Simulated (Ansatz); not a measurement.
**KTaO3: optical spectrum from first principles**

What colour and refractive index does KTaO3 have at this level of theory?

Calculated with Ansatz 0.2.0; DFT, PBE, plane-wave PAW, default files, scalar-relativistic, independent-particle optical response without local fields.

## 1. The starting structure

The structure is cubic, space group Pm-3m (No. 221). Conventional cell: a = 3.988 Å, b = 3.988 Å, c = 3.988 Å, α = 90.00°, β = 90.00°, γ = 90.00°. Ta has 6 O at 1.99 Å nearest. K has 12 O at 2.82 Å nearest. Nearest to O lie 2 Ta at 1.99 Å and 4 K at 2.82 Å. Farther neighbours and most contacts between anions are not listed.

## 2. Ground state and bands

First the ground state: is it a metal or has it a gap?

This step: DFT, PBE, plane-wave PAW, default files, scalar-relativistic, ground state (Ansatz 0.2.0).

Contents of input.yaml:

```yaml
crystal:
  lattice:
    - [3.9883, 0.0, 0.0]
    - [0.0, 3.9883, 0.0]
    - [0.0, 0.0, 3.9883]
  atoms:
    - { symbol: Ta, position: [0.0, 0.0, 0.0] }
    - { symbol: K, position: [0.5, 0.5, 0.5] }
    - { symbol: O, position: [0.0, 0.0, 0.5] }
    - { symbol: O, position: [0.0, 0.5, 0.0] }
    - { symbol: O, position: [0.5, 0.0, 0.0] }
kpoints:
  mp_grid: { grid: [6, 6, 6] }
  band_path:
    path:
      - [[0.0, 0.0, 0.0], [0.0, 0.5, 0.0], [0.5, 0.5, 0.0], [0.0, 0.0, 0.0], [0.5, 0.5, 0.5], [0.0, 0.5, 0.0]]
      - [[0.5, 0.5, 0.0], [0.5, 0.5, 0.5]]
    npoints: 8
scf:
  occupations: { method: fermi_dirac, width: 0.05 }
  n_extra_bands: 9
hamiltonian:
  xc: pbe
  pseudopotentials: { kind: paw }
output:
  forces: true
  stress: true
  populations: true
  write_bands: true
```

Run with:

```sh
$ ansatz run input.yaml --threads 4 --pin off --max-ram 8192MiB --backend cpu --events-out ev --progress --plain --runs-dir out
```

Numbers of over 12 decimals in the logs are rounded to 6 here.

What it wrote:

```text
scf.n_extra_bands = 9 over 20 filled bands (N_el = 40.0): the run solves 29 bands
Engine: ansatz 0.2.0, x86_64-unknown-linux-gnu
Pseudopotentials: kind: paw
Pseudopotential: Ta, paw, valence charge 13, recommended cutoff 420 eV (normal), Ta.paw.azcp
Pseudopotential: K, paw, valence charge 9, recommended cutoff 420 eV (normal), K.paw.azcp
Pseudopotential: O, paw, valence charge 6, recommended cutoff 420 eV (normal), O.paw.azcp
Functional definition: PBE
  parameter kappa = 0.804
  parameter beta = 0.066725
  exchange = pbe_x(kappa = kappa, mu = beta*pi^2/3)
  correlation = pbe_c(beta = beta)
Crystal: 5 atoms, lattice volume = 63.440 Å³
Basis set: ecut = 420 eV, 1237 PW (Γ), exchange–correlation on 54×54×54 points (8 copies of the dense FFT grid, shifted against one another)
Bands: 29, of which v1, the nominal top of the filled ones, is band 20 counted from 1 (19 counted from 0)
Symmetry: 48 space group operations
Space group: Pm-3m (ITA 221), of the structure as read, at distance tolerance 4.0e-5 Å
k-points: 20 of 216
Non-local potential: Ta, projectors of the file, l = 0: 3, l = 1: 2, l = 2: 2, l = 3: 1
Non-local potential: K, projectors of the file, l = 0: 3, l = 1: 2, l = 2: 2
Non-local potential: O, projectors of the file, l = 0: 2, l = 1: 2, l = 2: 1
PAW form: soft (Blöchl's): semilocal exchange-correlation on the pseudo side does not see the compensation charge
PAW one-centre angular grid: Ta, 590 points (default); XC on 64 Gauss nodes
PAW one-centre angular grid: K, 110 points (default); XC on 64 Gauss nodes
PAW one-centre angular grid: O, 110 points (default); XC on 64 Gauss nodes
Initial density: superposition of atomic densities (neutral atoms: chi_scale 0, normalization atom), corrected by the library's trained network
Initial wavefunctions: pseudopotential atomic-orbital guess
Functional: x = pbe(κ = 0.804, μ = 0.219515), c = pbe(β = 0.066725)
SCF iter   1: F=—  HF=-13178.200376 eV  |F-HF|=—  |Δ(HF+E_count)|=         —  Δρ=9.73e-4  dr2=1.79e-4  ethr=1.77e-3  ⟨swp⟩=5.8  Hψ=2794  notcnv=0  defer=9
preconditioner: auto → Resta (q_TF=auto, 2.526 Å⁻¹)  ε∞=3.9  [insulator: Δε(μ)=2.213 eV  Ē_g=15.053 eV  σ=0.050 eV  W_gap=1.00  n_scr=18 (ndim 8)  ℏωp=25.5 eV  f_vac=0.012  D(μ)=0.00/eV (n_scr^D=0)  ε∞_Penn≈3.9]
SCF iter   2: F=—  HF=-13178.200924 eV  |F-HF|=—  |Δ(HF+E_count)|=   5.48e-4  Δρ=4.83e-4  dr2=3.22e-5  ethr=4.47e-7  ⟨swp⟩=2.0  Hψ=1140  notcnv=0  defer=25
SCF iter   3: F=—  HF=-13178.199981 eV  |F-HF|=—  |Δ(HF+E_count)|=   9.42e-4  Δρ=2.34e-4  dr2=8.90e-6  ethr=8.04e-8  ⟨swp⟩=2.0  Hψ=893  notcnv=0  defer=25
SCF iter   4: F=—  HF=-13178.200022 eV  |F-HF|=—  |Δ(HF+E_count)|=   4.10e-5  Δρ=3.07e-5  dr2=4.67e-7  ethr=2.23e-8  ⟨swp⟩=2.0  Hψ=875  notcnv=0  defer=25
iter 5 did not close the SCF: its close was put off for the readings that it lacked (scf_convergence_deferred on its scf_iter line)
SCF iter   5: F=-13178.200023 eV  HF=-13178.200023 eV  |F-HF|=2.13e-8  |Δ(HF+E_count)|=   1.72e-7  Δρ=6.72e-6  dr2=2.32e-8  ethr=1.17e-9  ⟨swp⟩=2.0  Hψ=704  notcnv=0  defer=25
SCF iter   6: F=-13178.200023 eV  HF=-13178.200023 eV  |F-HF|=2.46e-10  |Δ(HF+E_count)|=   2.65e-8  Δρ=1.17e-6  dr2=1.10e-9  ethr=5.79e-11  ⟨swp⟩=6.2  Hψ=2453  notcnv=0
SCF 1 converged in 6 iterations: F = -13178.200023 eV  dr2 = 1.10e-9
  greatest PAW one-centre occupation: 0.999 electrons in one spin orbital (limit 2), on the Ta atom at site 0 (counted from 0), in its partial waves of l = 0
NSCF: frozen V_eff on 50 k-points
SCF converged after 6 iterations
Free energy (F): -13178.200023 eV
Harris-Foulkes:  -13178.200023 eV  (|F-HF|=2.46e-10)
Internal energy: -13178.200023 eV  (E = F + TS)
E sigma→0 (E₀):  -13178.200023 eV
Fermi energy:    9.918133 eV
--- Per-component energies (eV) ---
  E_band       = -251.878733
  E_kinetic    = 1146.680848
  E_local      = -2222.881998  (includes V_loc(G=0)·N_el)
  E_nonlocal   = 170.583130
  E_hartree    = 778.071088
  E_xc         = -576.217181
  E_vxc        = -653.017995  (∫ρ·V_xc dr)
  E_paw        = -9653.105956  (= ΣΔE_a)
  E_vpaw       = -249.392921  (= ΣTr[D̂ρ^β])
  E_aug_tail   = 0.007427  (compensation charges beyond the density's cutoff)
  E_ewald      = -2821.337382
  E_smearing   = -0.000000  (= −TS)
  E_closure    = -0.000000  (closes the sum)
  Σ components = -13178.200023   (vs F -13178.200023, Δ=0.00e0)
--- Forces (eV/Å), atoms counted from 1 ---
  atom   1  Ta    -0.00000000     0.00000000     0.00000000
  atom   2  K      0.00000000     0.00000000     0.00000000
  atom   3  O      0.00000000     0.00000000     0.00000000
  atom   4  O      0.00000000     0.00000000    -0.00000000
  atom   5  O      0.00000000    -0.00000000    -0.00000000
  max |Σ_I F_I| component: 2.14e-29 eV/Å
--- Stress (GPa, compression-positive) ---
        5.407042       0.000000       0.000000
        0.000000       5.407042       0.000000
        0.000000       0.000000       5.407042
  P = ⅓ Tr σ = 5.4070 GPa (54.070 kbar)
--- Band table (eV; the first three rows and the last of 20) ---
  k-point 0: bands = [... 16 lower, 7.7385, 8.1786, 8.1786, 8.1786, 11.0111, 11.0111, 11.0111, 15.4256, ... 5 higher]
  k-point 1: bands = [... 16 lower, 7.5084, 7.6175, 8.0666, 8.0666, 11.0493, 11.8004, 11.8004, 15.6211, ... 5 higher]
  k-point 2: bands = [... 16 lower, 6.8754, 7.3920, 7.9846, 7.9846, 11.1282, 13.1644, 13.1644, 15.6399, ... 5 higher]
  k-point 19: bands = [... 16 lower, 4.8997, 8.7894, 8.7894, 8.7894, 15.3003, 15.3003, 15.3003, 17.7023, ... 5 higher]
--- Löwdin populations: 5 sites ---
  site symbol       q [e]
     0     Ta     11.3334
     1      K      8.2037
     2      O      6.7566
     3      O      6.7566
     4      O      6.7566
  spilling = 0.004827 (of n_electrons = 40.000000)
```

Run time: 1.1 s. Hardware: 4 threads of Intel Xeon Platinum 8488C (Sapphire Rapids), shared host; peak memory 0.5 GiB; 3.7 s of CPU time.

Reading the cycles: dr2 is the Hartree energy of the density residual (eV), the measure of convergence; HF is the Harris–Foulkes estimate of the energy, which meets the free energy F at convergence.

Numbers from this step:

| Quantity | Value |
| --- | --- |
| free energy | -13178.2000 eV |
| Fermi energy | 9.918 eV |
| gap by band count | 2.222 eV |
| electrons | 40 |
| symmetry operations | 48 |
| pressure | 5.407 GPa |
| gap on the k-mesh | 2.222 eV |
| volume | 63.44 Å³ |
| gap on the path | 2.222 eV |
| least direct gap on the path | 2.833 eV |

There is a gap, 2.22 eV on the path, so no carriers' term is needed. The cell is left with a pressure of 5.4 GPa, as it stands unrelaxed at this level.

The electronic bands at the labelled points (eV, zero at the Fermi level; v1 is the highest filled band, c1 the lowest empty one):

```tsv
point	v4	v3	v2	v1	c1	c2	c3	c4
Γ	-2.18	-1.74	-1.74	-1.74	1.09	1.09	1.09	5.51
halfway	-2.79	-2.42	-1.90	-1.90	1.17	2.58	2.58	5.71
X	-3.25	-2.63	-1.96	-1.96	1.25	3.92	3.92	5.73
halfway	-2.74	-2.53	-2.51	-1.66	2.67	3.94	4.44	6.46
M	-2.76	-2.55	-2.55	-1.17	3.96	3.96	5.25	6.59
halfway	-2.67	-2.43	-2.38	-1.79	2.55	2.70	3.37	6.28
Γ	-2.18	-1.74	-1.74	-1.74	1.09	1.09	1.09	5.51
halfway	-4.12	-1.95	-1.95	-1.68	3.35	3.48	3.48	7.80
R	-5.02	-1.13	-1.13	-1.13	5.38	5.38	5.38	7.78
halfway	-4.09	-1.93	-1.79	-1.56	3.50	4.43	4.54	8.47
X	-3.25	-2.63	-1.96	-1.96	1.25	3.92	3.92	5.73
jump to M	-2.76	-2.55	-2.55	-1.17	3.96	3.96	5.25	6.59
halfway	-4.63	-1.68	-1.68	-1.15	4.53	4.53	5.32	7.97
R	-5.02	-1.13	-1.13	-1.13	5.38	5.38	5.38	7.78
```

## 3. Spectrum

With the density converged, the vertical transitions are summed over the zone.

This step: DFT, PBE, plane-wave PAW, default files, scalar-relativistic, independent-particle optical response without local fields (Ansatz 0.2.0).

input.yaml, the sections that differ from step 2:

```yaml
kpoints:
  mp_grid: { grid: [6, 6, 6] }
scf:
  occupations: { method: fixed }
output:
  optics:
    e_range: [0, 14]
    de: 0.05
    sigma: 0.1
    nscf_kmesh: { grid: [6, 6, 6] }
    bands: { spectra_wanted_up_to: 14 }
# crystal, hamiltonian: as in step 2
```

What it wrote:

```text
[...]
Crystal: 5 atoms, lattice volume = 63.440 Å³
Basis set: ecut = 420 eV, 1237 PW (Γ)
Bands: 25, of which v1, the nominal top of the filled ones, is band 20 counted from 1 (19 counted from 0)
[... 1 set-up line as in the run before ...]
[...]
k-points: 20 of 216
[...]
SCF iter   1: F=—  HF=-13178.200495 eV  |F-HF|=—  |Δ(HF+E_count)|=         —  Δρ=9.70e-4  dr2=1.88e-4  ethr=1.77e-3  ⟨swp⟩=4.5  Hψ=2117  notcnv=0  defer=47
[...]
SCF iter   8: F=-13178.201155 eV  HF=-13178.201155 eV  |F-HF|=0.00e0  |Δ(HF+E_count)|=  2.73e-11  Δρ=3.47e-8  dr2=4.49e-13  ethr=1.00e-12  ⟨swp⟩=8.1  Hψ=1658  notcnv=0
SCF 1 converged in 8 iterations: F = -13178.201155 eV  dr2 = 4.49e-13
[...]
NSCF: frozen V_eff on 20 k-points
output.optics: what the bands over the 43 summed would add to eps1, eps2 and the energy-loss function is held between a lower and an upper bound (9 Lanczos steps). eps1, eps2 and their loss function (loss_summed_bands) are given on every row as the summed bands alone make them. Along an axis, on a row where the two bounds hold the loss function to about 1 % of the greater of itself and 0.5 % of |1/eps|, its cell (loss_completed) is given, with the completed eps1 and eps2 that it is formed of (a cell that is left empty reads nan in the table and null in the record). The two bounds hold it so along every axis on all 281 rows up to 14.000 eV. [rest of the remark cut]
SCF converged after 8 iterations
Free energy (F): -13178.201155 eV
[...]
Internal energy: -13178.201155 eV  (E = F + TS)
E sigma→0 (E₀):  -13178.201155 eV
Fermi energy:    8.789519 eV
[...]
--- Band table (eV; the first three rows and the last of 20) ---
  k-point 0: bands = [... 16 lower, 7.7386, 8.1787, 8.1787, 8.1787, 11.0108, 11.0108, 11.0108, 15.4256, ... 1 higher]
  k-point 1: bands = [... 16 lower, 7.5085, 7.6176, 8.0667, 8.0667, 11.0489, 11.8001, 11.8001, 15.6215, ... 1 higher]
  k-point 2: bands = [... 16 lower, 6.8755, 7.3921, 7.9847, 7.9847, 11.1279, 13.1641, 13.1641, 15.6403, ... 1 higher]
  k-point 19: bands = [... 16 lower, 4.8997, 8.7895, 8.7895, 8.7895, 15.3000, 15.3000, 15.3000, 17.7023, ... 1 higher]
```

The job ended after 8.2 s (4 threads; peak memory 0.83 GiB).

Read-outs, printed or worked out from the files:

| Item | Value |
| --- | --- |
| electronic dielectric constant ε∞, mean over x, y and z (by symmetry where fewer were run) | 5.460 |
| absorption onset, first axis (α over 10⁴ cm⁻¹, or the direct gap if that lies higher) | 2.832 eV |
| main peak of Im epsilon, first axis | 6.103 eV |
| centre of weight of the strongest loss peak in the window | 6.725 eV |
| photocurrent from vertical transitions in a film 500 nm thick on a perfect mirror (two passes), AM1.5G, no front reflection, all carriers collected | 2.773 mA/cm² |
| least direct gap on the mesh | 2.832 eV |
| bands summed | 43 |
| spectra valid up to | 23.43 eV |
| program's estimate of the k-sum error in Im epsilon | 0.22 % |
| electrons in the f-sum | 25.60 |

Table of Im ε, any direction by photon energy; read off at these points:

```tsv
photon energy (eV)	Im ε, any direction
2.50	0
3.00	1.19
3.50	4.67
4.00	4.86
4.50	5.05
5.00	5.47
5.50	5.48
6.00	6.57
6.10	7.10
6.50	1.94
7.00	0.254
7.50	0.792
8.00	2.33
8.50	2.60
9.00	3.70
9.35	5.89
9.50	5.50
10.00	5.13
10.50	3.51
11.00	2.59
11.50	2.18
12.00	2.15
12.50	2.05
13.00	2.18
13.30	2.57
13.50	2.21
14.00	1.82
```

Re ε, any direction against photon energy:

```tsv
photon energy (eV)	Re ε, any direction
0.0	5.46
0.5	5.50
1.0	5.61
1.5	5.83
2.0	6.22
2.5	6.98
3.0	9.24
3.5	7.62
4.0	6.02
4.5	5.24
5.0	4.08
5.5	3.19
6.0	1.92
6.5	-1.41
7.0	1.56
7.5	3.94
8.0	3.63
8.5	3.86
9.0	4.52
9.5	2.24
10.0	0.659
10.5	-0.509
11.0	0.491
11.5	0.533
12.0	1.01
12.5	0.709
13.0	1.05
13.5	0.288
14.0	0.113
```

The reflectivity at normal incidence, any direction by photon energy; read off at these points:

```tsv
photon energy (eV)	reflectivity at normal incidence, any direction (%)
0.00	16.0
0.50	16.2
1.00	16.5
1.50	17.2
2.00	18.3
2.50	20.3
3.00	25.7
3.50	26.6
4.00	25.0
4.50	24.6
5.00	25.3
5.50	25.4
6.00	30.4
6.35	43.5
6.50	41.4
7.00	1.45
7.50	11.4
8.00	14.3
8.50	15.6
9.00	20.1
9.50	26.3
10.00	28.8
10.50	29.7
11.00	18.5
11.50	15.8
12.00	13.0
12.50	13.8
13.00	13.0
13.50	18.0
14.00	17.8
```

The refractive index n and extinction k by photon energy:

```tsv
photon energy (eV)	n	k
0.0	2.34	0
0.5	2.34	0
1.0	2.37	0
1.5	2.41	0
2.0	2.49	0
2.5	2.64	0
3.0	3.05	0.195
3.5	2.88	0.811
4.0	2.62	0.927
4.5	2.50	1.01
5.0	2.34	1.17
5.5	2.18	1.26
6.0	2.09	1.57
6.5	0.702	1.38
7.0	1.25	0.101
7.5	1.99	0.199
8.0	1.99	0.583
8.5	2.06	0.631
9.0	2.28	0.814
9.5	2.02	1.36
10.0	1.71	1.50
10.5	1.23	1.42
11.0	1.25	1.04
11.5	1.18	0.925
12.0	1.30	0.828
12.5	1.20	0.854
13.0	1.32	0.829
13.5	1.12	0.984
14.0	0.984	0.925
```

Values under 1 per cm are given as 1. Table of absorption coefficient, any direction by photon energy:

```tsv
photon energy (eV)	absorption coefficient, any direction (1/cm)
0.000	1
0.500	1
1.000	1
1.500	1
2.000	1
2.500	1
3.000	59371
3.500	2.9e5
4.000	3.8e5
4.500	4.6e5
5.000	5.9e5
5.500	7.0e5
6.000	9.5e5
6.500	9.1e5
7.000	71861
7.500	1.5e5
8.000	4.7e5
8.500	5.4e5
9.000	7.4e5
9.500	1.3e6
10.000	1.5e6
10.500	1.5e6
11.000	1.2e6
11.500	1.1e6
12.000	1.0e6
12.500	1.1e6
13.000	1.1e6
13.500	1.3e6
14.000	1.3e6
```

From ε follow the optical constants at some laser and lamp lines:

```tsv
wavelength (nm)	n	k	R (%)	1/α
633	2.49	0.000	18.2	over 1 mm
450	2.81	0.008	22.6	4.5 µm
405	3.09	0.274	26.4	117 nm
365	2.96	0.756	27.2	38 nm
308	2.61	0.930	24.9	26 nm
248	2.34	1.171	25.3	17 nm
193	0.85	1.584	42.7	9.7 nm
```

Rows near the edge hang on the gap, which this functional as a rule makes too small, and phonon-assisted absorption is left out.

Through 1 µm of it, D65 light comes out yellow-green (x = 0.341, y = 0.383; 68 % transmitted). A larger true gap would move the edge to shorter wavelengths and change the colour.

The f-sum over the summed bands holds 25.6 of the cell's 40 electrons outside the frozen cores, 16 of which lie in bands more than 12 eV below the Fermi level, whose transitions come at higher energies. Up to 14 eV the strength has a mean oscillator energy of 7.1 eV, and these transitions give 81 % of ε∞ − 1 along x; the rest comes from higher ones.

## 4. Outcome

```
gap on the path                                                                                                                                     : 2.22 eV
least direct gap on the path                                                                                                                        : 2.83 eV
electronic dielectric constant ε∞, mean over x, y and z (by symmetry where fewer were run) (independent particles)                                  : 5.46
absorption onset, first axis (α over 10⁴ cm⁻¹, or the direct gap if that lies higher)                                                               : 2.83 eV
main peak of Im epsilon, first axis                                                                                                                 : 6.10 eV
centre of weight of the strongest loss peak in the window, first axis                                                                               : 6.73 eV
photocurrent from vertical transitions in a film 500 nm thick on a perfect mirror (two passes), AM1.5G, no front reflection, all carriers collected : 2.77 mA/cm²
```

In words: At this level (PBE, independent particles) KTaO3 has ε∞ = 5.46 and n = 2.36 at 1550 nm; absorption sets in near 2.8 eV, and Im ε peaks at 6.1 eV. The gap is indirect (2.22 eV), so absorption without phonons can begin only at the direct gap of 2.83 eV. Absorption passes 10⁴ cm⁻¹ from the direct gap on, 2.83 eV, inside the visible range. The strongest loss structure up to 14 eV has its centre of weight at 6.7 eV; a free-electron gas of the 25.6 electrons in the f-sum would put its plasmon at 23.6 eV. Distinct maxima of Im ε, read by a parabola through the highest points, lie at 6.10 eV (7.1), 9.36 eV (5.9), 12.22 eV (2.4) and 13.31 eV (2.6). The f-sum over the summed bands holds 25.6 of the cell's 40 electrons outside the frozen cores, 16 of which lie in bands more than 12 eV below the Fermi level, whose transitions come at higher energies. Up to 14 eV the strength has a mean oscillator energy of 7.1 eV, and these transitions give 81 % of ε∞ − 1 along x; the rest comes from higher ones. Through 1 µm of it, D65 light comes out yellow-green (x = 0.341, y = 0.383; 68 % transmitted). A larger true gap would move the edge to shorter wavelengths and change the colour. Excitons and phonon-assisted transitions are missing, and so are local fields; PBE gaps are as a rule too small, which pulls the onset down and ε∞ up. In the base run ε includes the program's bounded estimate of what the bands above those summed add. Spin-orbit coupling is left out although heavy atoms are present.

[Logs are printed without paths, hosts, clocks, repeated set-up lines and the standing remarks that a program may print on its own settings, such as how far it seeks lower states.]

[Hosts, paths, dates, database ids (printed as entryN), source tags and the programs' standing remarks are cut or masked in the printed files.]
